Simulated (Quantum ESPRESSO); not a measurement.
Wanted: the native input for a Quantum ESPRESSO 7.5 run.

| Property | Result |
| --- | --- |
| Task | dielectric tensor |
| Functional | AM05 |
| Potentials or basis | GBRV 1.5 PBE |
| Cutoff | 612 eV |
| Density cutoff | 4898 eV |
| k mesh | 6 × 6 × 4, shifted |
| Occupations | fermi-dirac, width 0.05 eV |
| Spin | no spin polarisation |
| Mixing beta | 0.5 |
| Most SCF iterations | 120 |
| SCF threshold | 8e-10 Ry |

Crystal: PbO (Litharge).

```
Pb O
1.0
     3.99000    0.00000    0.00000
     0.00000    3.99000    0.00000
     0.00000    0.00000    5.01000
Pb O
2 2
Direct
  0.50000 0.00000 0.76000
  0.00000 0.50000 0.24000
  0.50000 0.50000 0.00000
  0.00000 0.00000 0.00000
```

The input as run:

pw.in

```
&CONTROL
  calculation = 'scf'
  prefix = 'pwscf'
  outdir = './tmp'
  pseudo_dir = './pseudo'
  tprnfor = .true.
  tstress = .true.
  disk_io = 'low'
/
&SYSTEM
  ibrav = 0
  celldm(1) = 8
  nat = 4
  ntyp = 2
  ecutwfc = 45
  ecutrho = 360
  nbnd = 28
  input_dft = 'XC-000I-000I-120L-135L-000I-000I'
  occupations = 'smearing'
  smearing = 'fd'
  degauss = 0.00367493
/
&ELECTRONS
  conv_thr = 8d-10
  electron_maxstep = 120
  mixing_beta = 0.5
/
ATOMIC_SPECIES
Pb   207.2000 pb_pbe_v1.uspp.F.UPF
O     15.9990 o_pbe_v1.2.uspp.F.UPF
CELL_PARAMETERS alat
  0.9425009046571   0.0000000000000   0.0000000000000
  0.0000000000000   0.9425009046571   0.0000000000000
  0.0000000000000   0.0000000000000   1.1834409855469
ATOMIC_POSITIONS crystal
Pb     0.5000000000    0.0000000000    0.7600000000
Pb     0.0000000000    0.5000000000    0.2400000000
O      0.5000000000    0.5000000000    0.0000000000
O      0.0000000000    0.0000000000    0.0000000000
K_POINTS automatic
6 6 4 1 1 1
```

scf2.in

```
&CONTROL
  calculation = 'scf'
  prefix = 'pwscf'
  outdir = './tmp'
  pseudo_dir = './pseudo'
  tprnfor = .true.
  tstress = .true.
  disk_io = 'low'
/
&SYSTEM
  ibrav = 0
  celldm(1) = 8
  nat = 4
  ntyp = 2
  ecutwfc = 45
  ecutrho = 360
  nbnd = 28
  input_dft = 'XC-000I-000I-120L-135L-000I-000I'
  occupations = 'fixed'
/
&ELECTRONS
  conv_thr = 1d-13
  electron_maxstep = 120
  mixing_beta = 0.5
  startingpot = 'file'
  startingwfc = 'file'
/
ATOMIC_SPECIES
Pb   207.2000 pb_pbe_v1.uspp.F.UPF
O     15.9990 o_pbe_v1.2.uspp.F.UPF
CELL_PARAMETERS alat
  0.9425009046571   0.0000000000000   0.0000000000000
  0.0000000000000   0.9425009046571   0.0000000000000
  0.0000000000000   0.0000000000000   1.1834409855469
ATOMIC_POSITIONS crystal
Pb     0.5000000000    0.0000000000    0.7600000000
Pb     0.0000000000    0.5000000000    0.2400000000
O      0.5000000000    0.5000000000    0.0000000000
O      0.0000000000    0.0000000000    0.0000000000
K_POINTS automatic
6 6 4 1 1 1
```

ph.in

```
dielectric of PbO
&INPUTPH
  prefix = 'pwscf'
  outdir = './tmp'
  tr2_ph = 1d-18
  fildyn = 'dyn'
  niter_ph = 90
  alpha_mix(1) = 0.7
  epsil = .true.
  trans = .false.
  zeu = .true.
/
0.0000000000 0.0000000000 0.0000000000
```

Potentials or basis: GBRV 1.5 PBE.

The run is started by

```console
$ OMP_NUM_THREADS=1 pw.x -in pw.in > pw.out
$ OMP_NUM_THREADS=1 pw.x -in scf2.in > scf2.out
$ OMP_NUM_THREADS=1 ph.x -in ph.in > ph.out
```

It gave:

```json
{
 "Pressure": "-0.2 GPa",
 "Largest force": "0.370 eV/Å",
 "Electronic dielectric tensor (diagonal)": "6.87, 6.87, 6.25",
 "Born charges (mean of the diagonal)": "Pb +2.87; O -2.87 e"
}
```

Caveat: the potentials were made for another functional, which shifts forces and pressure.

It took 9.5 min on 1 thread of Intel(R) Xeon(R) Processor @ 2.50GHz (Skylake/Cascade Lake), on a shared host, peak memory 0.27 GiB.
